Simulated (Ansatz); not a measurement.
**An inverse problem**

Cell vectors (Å):

```
 3.6915  0.0000  0.0000
-1.8458  3.1969  0.0000
 0.0000  0.0000  5.9493
```

```tsv
atom	a	b	c
Zr	0.0000	0.0000	0.0000
X	0.3333	0.6667	0.2665
X	0.6667	0.3333	0.7335
```

Theory: LDA, all-electron LAPW in Ansatz 0.2.0, scalar-relativistic. k mesh 10×10×6, fine mesh 14×14×8, Fermi-Dirac smearing of 0.080 eV, lines of 0.2 eV, Drude damping 0.03 eV.

Independent-particle optical response of a crystal from Kohn-Sham bands on the fine mesh with a Drude term, no local fields or excitons; Cartesian axes as in the cell vectors.

| Quantity | Value |
| --- | --- |
| Fine mesh | 14, 14, 8 |
| Line width | 0.2 eV |
| Drude damping | 0.03 eV |
| Further gaussian width | 0.3 eV |

```csv
photon energy (eV),dielectric imag xx
0.8,5.84
1.6,24.75
2.4,11.99
3.2,5.17
4,7.86
4.8,10.33
5.6,10.19
6.4,6.19
7.2,5.13
8,4
8.8,4.3
9.6,3.77
10.4,2.51
11.2,2.34
12,2.42
12.8,2.06
13.6,1.59
14.4,1.37
15.2,1.24
16,0.66
16.8,0.48
17.6,0.34
18.4,0.27
19.2,0.24
20,0.22
20.8,0.21
21.6,0.2
22.4,0.18
23.2,0.14
24,0.12
24.8,0.12
```

Question: All X atoms are one element. Which one was computed?

Answer: Se; the crystal is ZrSe2 (P-3m1).

Keep in mind: no dispersion correction, so the spacing and stiffness between layers or molecules are poor; these sums move with the mesh, by several per cent and more for small sheets; Fermi surface not resolved by the mesh; spectra summed at the mesh points alone.
